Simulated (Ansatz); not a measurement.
# TiO2: what SCF settings change

Which SCF settings change the result for TiO2, and which only the effort? The default run comes first. TiO2 is taken in the deposited crystal structure (space group I4_1/amd), 6 atoms in the cell. Source: COD entry 9009086, which need not be the ambient phase.

Computed with Ansatz 0.2.0 (DFT PBE, PAW, plane waves, scalar-relativistic, unless a step's input says otherwise).

## (1) The system as given

Symmetry: I4_1/amd, No. 141, tetragonal system. The conventional cell has a = 3.785 Å, b = 3.785 Å, c = 9.514 Å, α = 90.00°, β = 90.00°, γ = 90.00°. Around Ti (site symmetry -4m2) lie 6 O at 1.94 to 1.97 Å. O (site symmetry 2mm) has 3 Ti at 1.94 to 1.97 Å as nearest neighbours.

Structure file:

```cif
data_structure
_symmetry_space_group_name_H-M 'I4_1/amd:1'
_symmetry_Int_Tables_number 141
_cell_length_a 3.7850
_cell_length_b 3.7850
_cell_length_c 9.5140
_cell_angle_alpha 90.000
_cell_angle_beta 90.000
_cell_angle_gamma 90.000
_cell_volume 136.30
loop_
_atom_site_label
_atom_site_type_symbol
_atom_site_symmetry_multiplicity
_atom_site_Wyckoff_symbol
_atom_site_fract_x
_atom_site_fract_y
_atom_site_fract_z
_atom_site_occupancy
Ti1 Ti 4 a 0.00000 0.00000 0.00000 1
O1 O 8 e 0.00000 0.00000 0.20660 1
```

Atoms are counted from 1 in the order of input.yaml (O6 and so on).

After the default run come: density-residual threshold 1e-2 eV; direct minimisation; Fermi–Dirac width 0.003 eV, no switch to direct minimisation; Broyden, β 0.9, history 16, no preconditioner; tetrahedron occupations; linear mixing, β 0.3, no preconditioner; Broyden, β 0.4, magnetisation mixing 0.1.

The search for lower states is off throughout, and inputs that name a mixer don't switch to direct minimisation unless they say so. Spin is collinear, with starting moments Ti1 1.00, Ti2 1.00 μB. β is the mixing step of the charge; the magnetisation has a step of its own, which the program sets unless it is named.

## (2) Default SCF settings

Input file input.yaml:

```yaml
crystal:
  lattice:
    - [-1.8925, 1.8925, 4.757]
    - [1.8925, -1.8925, 4.757]
    - [1.8925, 1.8925, -4.757]
  atoms:
    - { symbol: Ti, position: [0.0, 0.0, 0.0], spin: 1.0 }
    - { symbol: Ti, position: [0.75, 0.25, 0.5], spin: 1.0 }
    - { symbol: O, position: [0.2066, 0.2066, 0.0] }
    - { symbol: O, position: [0.9566, 0.4566, 0.5] }
    - { symbol: O, position: [0.5434, 0.0434, 0.5] }
    - { symbol: O, position: [0.7934, 0.7934, 0.0] }
magnetization:
  spin_polarized: true
hamiltonian:
  xc: pbe
  pseudopotentials: { kind: paw }
basis:
  ecutwfc: 420
kpoints:
  mp_grid: { grid: [6, 6, 8] }
scf:
  occupations: { method: fermi_dirac, width: 0.1 }
  lower_state_search: "off"
output:
  forces: true
  stress: true
  write_density: true
  write_potential: true
  elf: true
  volumetric_format: npy
```

Started as:

```
ansatz run input.yaml --threads 2 --pin off --max-ram 5120MiB --backend cpu --events-out ev --progress --plain --runs-dir out
```

Log, cut to the lines that bear on the results:

```text
Warning: crystal.symmetry: narrowed to the stabiliser of the k-point mesh — unitary ops 16 → 4; excluded 12 operations that carry a point of the 6×6×8 mesh (shift [0, 0, 0]) off the mesh (the run samples exactly the mesh kpoints.mp_grid names, as under crystal.symmetry.detect: false, and [...]
Pseudopotentials: kind: paw
Pseudopotential: Ti, paw, valence charge 12, recommended cutoff 420 eV (normal), Ti.paw.azcp
Pseudopotential: O, paw, valence charge 6, recommended cutoff 420 eV (normal), O.paw.azcp
Functional definition: PBE
[...]
Crystal: 6 atoms, lattice volume = 68.150 Å³
Basis set: ecut = 420 eV, 1323 PW (Γ), exchange–correlation on 80×80×80 points (8 copies of the dense FFT grid, shifted against one another)
Bands: 31, of which v1, the nominal top of the filled ones, is band 24 counted from 1 (23 counted from 0)
Symmetry: 4 space group operations
k-points: 89 of 288
[...]
Starting moments: Σ|m| = 2 μB on 2 of 6 sites
[...]
SCF iter   1: F=—  HF=-7277.633249 eV  |F-HF|=—  |Δ(HF+E_count)|=         —  Δρ=5.52e-2 (↑5.32e-2 ↓5.52e-2)  dr2=3.04e0  dr2_m=1.18e0  M=0.000 μB ∫|m|=0.441 μB  β_m=0.30  ethr=3.10e-3  ⟨swp⟩=5.1  Hψ=22049  notcnv=0
[...]
spin-set hold released at iteration 8 (site moments contracting): the magnetisation degrees of freedom join the quasi-Newton model from the next iteration; the mixer history was flushed
[...]
SCF iter  15: F=-7277.459084 eV  HF=-7277.459084 eV  |F-HF|=1.02e-10  |Δ(HF+E_count)|=   4.92e-9  Δρ=5.71e-7 (↑4.89e-7 ↓5.71e-7)  dr2=1.79e-10  dr2_m=2.68e-11  M=-0.000 μB ∫|m|=0.000 μB  ethr=4.09e-12  ⟨swp⟩=5.0  Hψ=29105  notcnv=0
WARN: the starting moments were not kept: the SCF closed with an absolute magnetisation of 4.6e-6 μB, where they sum to 2 μB in size (2 sites). That is at most 0.1 of that sum. Measured as dr2_m measures the in/out step, that magnetisation stands 3.1e-12 eV from none, at or under the [...]
SCF converged after 15 iterations
Magnetization: -0.0000 μB (24.0000 up, 24.0000 down)
Absolute magnetization: 0.0000 μB (∫|ρ↑−ρ↓|, with the PAW one-centre terms)
Spin contamination: 0.0000 ħ² per cell (⟨S²⟩ above its minimum at these occupations)
Per-site moments (μB) at R_I (Å): [(-6.444064227874337e-7, 0.7990210114819828), (-6.444064228481576e-7, 0.7990210114819828), (4.3816212445394134e-7, 0.7990210114819828), (4.3816212445560354e-7, 0.7990210114819828), (4.381621245215423e-7, 0.7990210114819828), (4.3816212447093383e-7, [...]
Free energy (F): -7277.459084 eV
[...]
E sigma→0 (E₀):  -7277.459083 eV
Entropy (-TS):   -0.000003 eV (-0.000 meV/atom)
Fermi energy:    8.501008 eV
[...]
--- Forces (eV/Å), atoms counted from 1 ---
  atom   1  Ti     0.00001495    -0.00001495    -0.00000000
  atom   2  Ti    -0.00001495     0.00001495     0.00000000
  atom   3  O     -0.00000886    -0.00003430     0.33602021
  atom   4  O     -0.00003430    -0.00000886     0.33602021
  atom   5  O      0.00000886     0.00003430    -0.33602021
  atom   6  O      0.00003430     0.00000886    -0.33602021
[...]
--- Stress (GPa, compression-positive) ---
        4.588883      -0.000690      -0.000106
       -0.000690       4.588883      -0.000106
       -0.000106      -0.000106       8.629782
  P = ⅓ Tr σ = 5.9358 GPa (59.358 kbar)
--- Band table (eV; the first three rows and the last of 178) ---
[...]
```

Wall time 21 s (2 threads of Arm Neoverse V2, shared host); peak memory 0.56 GiB.

The reference: 15 iterations with the default settings (MSR1 mixing, preconditioner none); non-magnetic, a gap of 2.21 eV on the k-mesh.

The maps below are laid out on this run's own conventional cell (a, b, c = 3.785, 3.785, 9.514 Å).

Density in a lattice plane of the grid's cell (edges 3.79 and 9.51 Å, at 0.000 of the third edge), which holds Ti and O.

Ten even steps from '0' (0.02 e/Å³) to '9' (10.02 e/Å³):
```
5301474103
0000121000
2100000001
7410353014
4201797102
0000353000
0000000000
0000121000
0000474000
0000242000
0000000000
0000000000
0000000000
0000000000
4200000002
7400000004
2100000001
0000000000
5300000003
9710242017
```
Columns run along the first of these edges and rows up along the second, over one cell in 10 and 20 even steps from the bottom left corner. Atoms in the plane (fractional): Ti at (0.00, 0.00), Ti at (0.50, 0.75), O at (0.00, 0.21), O at (0.50, 0.96), O at (0.50, 0.54), O at (0.00, 0.79).

ELF in the same plane.

Ten even steps from '0' (0.00) to '9' (0.83):
```
6628838826
3215999512
9951232159
3882666288
9954506459
8712767217
1101232101
0038999830
0059838950
0038999830
0004787400
0000111000
1100000001
8740000047
9983000389
3895000598
9983000389
3210111012
6721787127
0545999546
```
Columns run along the first of these edges and rows up along the second, over one cell in 10 and 20 even steps from the bottom left corner. Atoms in the plane (fractional): Ti at (0.00, 0.00), Ti at (0.50, 0.75), O at (0.00, 0.21), O at (0.50, 0.96), O at (0.50, 0.54), O at (0.00, 0.79).

Both are smooth fields of the valence electrons: close to the nuclei they are not physical.

Outside the cores ELF peaks at 0.84 in the shell around O, 0.6 Å from O.

## (3) Density-residual threshold 1e-2 eV

Changes to input.yaml since step 2:

```diff
@@ -24,2 +24,3 @@
   lower_state_search: "off"
+  convergence: { dr2_threshold: "1e-2 eV" }
 output:
@@ -27,5 +28 @@
   stress: true
-  write_density: true
-  write_potential: true
-  elf: true
-  volumetric_format: npy
```

Started as:

```
ansatz run input.yaml --threads 2 --pin off --max-ram 5120MiB --backend cpu --events-out ev --progress --plain --runs-dir out
```

Log, cut to the lines that bear on the results:

```text
[... 1 line as in an earlier run ...]
Warning: scf.convergence.dr2_threshold = 1e-2 eV is looser than this run's default, which is 1e-7 eV or tighter. The error in the forces grows as the threshold's square root, so leave the key out unless less accurate forces are enough
Warning: output.stress: scf.convergence.dr2_threshold = 1e-2 eV is looser than the 6e-10 eV advised for a printed stress (1e-10 eV for each atom of the cell: 6). What an SCF threshold leaves in a stress goes as its square root, and in the free energy as the threshold itself, and one [...]
basis.fft_grid_basis auto: the FFT boxes are laid along the combinations [[1, 0, 1], [0, 1, 1], [0, 0, 1]] of the cell's own vectors, 3.785, 3.785 and 5.458 Å long. The dense box has 27×27×40 points. Along the cell's own vectors, as sized, it would have 40×40×40, 2.19 times as many. [...]
[... 10 lines as in an earlier run ...]
Basis set: ecut = 420 eV, 1323 PW (Γ), FFT grids on a1+a3, a2+a3, a3, exchange–correlation on 54×54×80 points (8 copies of the dense FFT grid, shifted against one another)
[... 9 lines as in an earlier run ...]
Starting moments: Σ|m| = 2 μB on 2 of 6 sites
[... 2 lines as in an earlier run ...]
[...]
WARN: the starting moments were not kept: the SCF closed with an absolute magnetisation of 4.6e-6 μB, where they sum to 2 μB in size (2 sites). That is at most 0.1 of that sum. Measured as dr2_m measures the in/out step, that magnetisation stands 3.2e-12 eV from none, at or under the [...]
SCF converged after 15 iterations
Magnetization: -0.0000 μB (24.0000 up, 24.0000 down)
Absolute magnetization: 0.0000 μB (∫|ρ↑−ρ↓|, with the PAW one-centre terms)
Spin contamination: 0.0000 ħ² per cell (⟨S²⟩ above its minimum at these occupations)
Per-site moments (μB) at R_I (Å): [(-5.926661526464412e-7, 0.7990210114819828), (-5.926661528041008e-7, 0.7990210114819828), (4.5087991990751395e-7, 0.7990210114819828), (4.508799199179597e-7, 0.7990210114819828), (4.508799199081808e-7, 0.7990210114819828), (4.50879919863443e-7, [...]
Free energy (F): -7277.459084 eV
[...]
E sigma→0 (E₀):  -7277.459083 eV
Entropy (-TS):   -0.000003 eV (-0.000 meV/atom)
Fermi energy:    8.501008 eV
[...]
--- Forces (eV/Å), atoms counted from 1 ---
  atom   1  Ti     0.00001495    -0.00001495    -0.00000000
  atom   2  Ti    -0.00001495     0.00001495     0.00000000
  atom   3  O     -0.00000885    -0.00003430     0.33601979
  atom   4  O     -0.00003430    -0.00000885     0.33601979
  atom   5  O      0.00000885     0.00003430    -0.33601979
  atom   6  O      0.00003430     0.00000885    -0.33601979
[...]
--- Stress (GPa, compression-positive) ---
        4.588889      -0.000690      -0.000106
       -0.000690       4.588889      -0.000106
       -0.000106      -0.000106       8.629778
  P = ⅓ Tr σ = 5.9359 GPa (59.359 kbar)
```

Wall time 17 s (2 threads of Arm Neoverse V2, shared host); peak memory 0.52 GiB.

The count stays at 15. Against the default run: the same free energy, the program's other tests kept it going past the loose threshold.

This setting is poor on purpose, so its numbers aren't to be taken as properties of the material.

## (4) Direct minimisation

Changes to input.yaml since step 3:

```diff
@@ -24,3 +24,4 @@
   lower_state_search: "off"
-  convergence: { dr2_threshold: "1e-2 eV" }
+  algorithm: direct_min
+  max_iter: 150
 output:
```

Started as:

```
ansatz run input.yaml --threads 2 --pin off --max-ram 5120MiB --backend cpu --events-out ev --progress --plain --runs-dir out
```

Log, cut to the lines that bear on the results:

```text
[... 22 lines as in an earlier run ...]
Starting moments: Σ|m| = 2 μB on 2 of 6 sites
[... 2 lines as in an earlier run ...]
[...]
SCF iter   1: F=—  HF=-7277.628061 eV  |F-HF|=—  |Δ(HF+E_count)|=         —  Δρ=5.50e-2 (↑5.32e-2 ↓5.50e-2)  dr2=3.03e0  dr2_m=1.18e0  M=0.000 μB ∫|m|=0.441 μB  β_m=0.30  ethr=6.40e-3  ⟨swp⟩=2.8  Hψ=26728  notcnv=0
[...]
spin-set hold released at iteration 7 (site moments contracting): the magnetisation degrees of freedom join the quasi-Newton model from the next iteration; the mixer history was flushed
[...]
SCF iter  12: F=-7277.459084 eV  HF=-7277.459084 eV  |F-HF|=9.91e-11  |Δ(HF+E_count)|=   1.18e-9  Δρ=4.30e-7 (↑4.30e-7 ↓1.29e-7)  dr2=1.15e-10  dr2_m=3.47e-11  M=0.000 μB ∫|m|=0.000 μB  ethr=1.04e-12 (applied; sched 1.00e-12)  ⟨swp⟩=4.1  Hψ=14708  notcnv=0
WARN: the starting moments were not kept: the SCF closed with an absolute magnetisation of 7.6e-6 μB, where they sum to 2 μB in size (2 sites). That is at most 0.1 of that sum. Measured as dr2_m measures the in/out step, that magnetisation stands 1.0e-11 eV from none, at or under the [...]
this state was not tested for a lower state beside it, because a direct minimisation reached the state, and no test of it is asked (direct_minimisation; see scf.lower_state_search)
SCF converged after 12 iterations
Magnetization: 0.0000 μB (24.0000 up, 24.0000 down)
Absolute magnetization: 0.0000 μB (∫|ρ↑−ρ↓|, with the PAW one-centre terms)
Spin contamination: 0.0000 ħ² per cell (⟨S²⟩ above its minimum at these occupations)
Per-site moments (μB) at R_I (Å): [(9.938022069876693e-7, 0.7990210114819828), (9.938022070478334e-7, 0.7990210114819828), (-9.363699777744323e-7, 0.7990210114819828), (-9.363699777064434e-7, 0.7990210114819828), (-9.363699776072707e-7, 0.7990210114819828), (-9.363699775289128e-7, [...]
Free energy (F): -7277.459084 eV
[...]
E sigma→0 (E₀):  -7277.459083 eV
Entropy (-TS):   -0.000003 eV (-0.000 meV/atom)
Fermi energy:    8.501011 eV
[... 33 lines left out: energy terms, forces, stress, bands ...]
```

It took 38 s on 2 threads of Arm Neoverse V2, shared host; peak memory 1.1 GiB.

Compared with step 2: the same free energy; 12 iterations in place of 15.

## (5) Fermi–Dirac width 0.003 eV, no switch to direct minimisation

Changes to input.yaml since step 4:

```diff
@@ -22,6 +22,7 @@
 scf:
-  occupations: { method: fermi_dirac, width: 0.1 }
+  occupations: { method: fermi_dirac, width: 0.003 }
   lower_state_search: "off"
-  algorithm: direct_min
-  max_iter: 150
+  algorithm: density_mixing
+  max_iter: 60
+  mixing: {}
 output:
```

Started as:

```
ansatz run input.yaml --threads 2 --pin off --max-ram 5120MiB --backend cpu --events-out ev --progress --plain --runs-dir out
```

Log, cut to the lines that bear on the results:

```text
[... 22 lines as in an earlier run ...]
Starting moments: Σ|m| = 2 μB on 2 of 6 sites
[... 2 lines as in an earlier run ...]
SCF iter   1: F=—  HF=-7277.633249 eV  |F-HF|=—  |Δ(HF+E_count)|=         —  Δρ=5.52e-2 (↑5.32e-2 ↓5.52e-2)  dr2=3.04e0  dr2_m=1.18e0  M=0.000 μB ∫|m|=0.441 μB  β_m=0.30  ethr=3.10e-3  ⟨swp⟩=6.0  Hψ=22230  notcnv=0
[...]
spin-set hold released at iteration 8 (site moments contracting): the magnetisation degrees of freedom join the quasi-Newton model from the next iteration; the mixer history was flushed
[...]
SCF iter  16: F=-7277.459084 eV  HF=-7277.459084 eV  |F-HF|=9.09e-13  |Δ(HF+E_count)|=   2.29e-9  Δρ=1.96e-7 (↑1.93e-7 ↓1.96e-7)  dr2=4.38e-11  dr2_m=1.99e-12  M=0.000 μB ∫|m|=0.000 μB  ethr=3.48e-12  ⟨swp⟩=1.0  Hψ=14441  notcnv=0
[...]
WARN: the starting moments were not kept: the SCF closed with an absolute magnetisation of 1.2e-6 μB, where they sum to 2 μB in size (2 sites). That is at most 0.1 of that sum. Measured as dr2_m measures the in/out step, that magnetisation stands 2.5e-13 eV from none, at or under the [...]
Magnetization: 0.0000 μB (24.0000 up, 24.0000 down)
Absolute magnetization: 0.0000 μB (∫|ρ↑−ρ↓|, with the PAW one-centre terms)
Spin contamination: 0.0000 ħ² per cell (⟨S²⟩ above its minimum at these occupations)
Per-site moments (μB) at R_I (Å): [(-1.5988700788933905e-7, 0.7990210114819828), (-1.598870077160298e-7, 0.7990210114819828), (1.1347439889800909e-7, 0.7990210114819828), (1.1347439886789753e-7, 0.7990210114819828), (1.1347439880227619e-7, 0.7990210114819828), (1.1347439888783476e-7, [...]
Free energy (F): -7277.459084 eV
[...]
E sigma→0 (E₀):  -7277.459084 eV
Fermi energy:    8.361410 eV
[...]
--- Forces (eV/Å), atoms counted from 1 ---
  atom   1  Ti     0.00001104    -0.00001104    -0.00000000
  atom   2  Ti    -0.00001104     0.00001104     0.00000000
  atom   3  O     -0.00000855    -0.00003252     0.33601733
  atom   4  O     -0.00003252    -0.00000855     0.33601733
  atom   5  O      0.00000855     0.00003252    -0.33601733
  atom   6  O      0.00003252     0.00000855    -0.33601733
[...]
--- Stress (GPa, compression-positive) ---
        4.588890      -0.000690      -0.000109
       -0.000690       4.588890      -0.000109
       -0.000109      -0.000109       8.629755
  P = ⅓ Tr σ = 5.9358 GPa (59.358 kbar)
```

Wall time 16 s (2 threads of Arm Neoverse V2, shared host); peak memory 0.52 GiB.

16 iterations against 15; free energy unchanged, zero-width estimate unchanged.

## (6) Broyden, β 0.9, history 16, no preconditioner

Changes to input.yaml since step 5:

```diff
@@ -22,3 +22,3 @@
 scf:
-  occupations: { method: fermi_dirac, width: 0.003 }
+  occupations: { method: fermi_dirac, width: 0.1 }
   lower_state_search: "off"
@@ -26,3 +26,3 @@
   max_iter: 60
-  mixing: {}
+  mixing: { algorithm: broyden, ndim: 16, beta: 0.9, preconditioner: none }
 output:
```

Started as:

```
ansatz run input.yaml --threads 2 --pin off --max-ram 5120MiB --backend cpu --events-out ev --progress --plain --runs-dir out
```

Log, cut to the lines that bear on the results:

```text
[... 22 lines as in an earlier run ...]
Starting moments: Σ|m| = 2 μB on 2 of 6 sites
[... 2 lines as in an earlier run ...]
SCF iter   1: F=—  HF=-7277.633250 eV  |F-HF|=—  |Δ(HF+E_count)|=         —  Δρ=5.52e-2 (↑5.32e-2 ↓5.52e-2)  dr2=3.04e0  dr2_m=1.18e0  M=0.000 μB ∫|m|=0.441 μB  β_m=0.90  ethr=3.10e-3  ⟨swp⟩=5.1  Hψ=22013  notcnv=0
[...]
spin-set hold released at iteration 6 (site moments contracting): the magnetisation degrees of freedom join the quasi-Newton model from the next iteration; the mixer history was flushed
[...]
SCF iter  11: F=-7277.459084 eV  HF=-7277.459084 eV  |F-HF|=3.37e-10  |Δ(HF+E_count)|=   1.35e-8  Δρ=5.98e-7 (↑4.61e-7 ↓5.98e-7)  dr2=4.30e-10  dr2_m=1.28e-11  M=-0.000 μB ∫|m|=0.000 μB  ethr=7.50e-11  ⟨swp⟩=2.0  Hψ=16990  notcnv=0
WARN: the starting moments were not kept: the SCF closed with an absolute magnetisation of 2.7e-6 μB, where they sum to 2 μB in size (2 sites). That is at most 0.1 of that sum. Measured as dr2_m measures the in/out step, that magnetisation stands 1.2e-12 eV from none, at or under the [...]
this state was not tested for a lower state beside it, because the mixer in use, unlike msr1, does not test its closes by its own steps (another_mixer; see scf.mixing.algorithm and scf.lower_state_search)
SCF converged after 11 iterations
Magnetization: -0.0000 μB (24.0000 up, 24.0000 down)
Absolute magnetization: 0.0000 μB (∫|ρ↑−ρ↓|, with the PAW one-centre terms)
Spin contamination: 0.0000 ħ² per cell (⟨S²⟩ above its minimum at these occupations)
Per-site moments (μB) at R_I (Å): [(1.86297799598719e-7, 0.7990210114819828), (1.8629779941620624e-7, 0.7990210114819828), (-3.391208739229651e-7, 0.7990210114819828), (-3.391208737536078e-7, 0.7990210114819828), (-3.3912087396119925e-7, 0.7990210114819828), (-3.391208737279659e-7, [...]
Free energy (F): -7277.459084 eV
[...]
E sigma→0 (E₀):  -7277.459083 eV
Entropy (-TS):   -0.000003 eV (-0.000 meV/atom)
Fermi energy:    8.501014 eV
[... 28 lines left out: energy terms, forces, stress ...]
```

Wall time 13 s (2 threads of Arm Neoverse V2, shared host); peak memory 0.51 GiB.

11 iterations against 15; the same free energy.

(Part 1 of 2 ends here.)
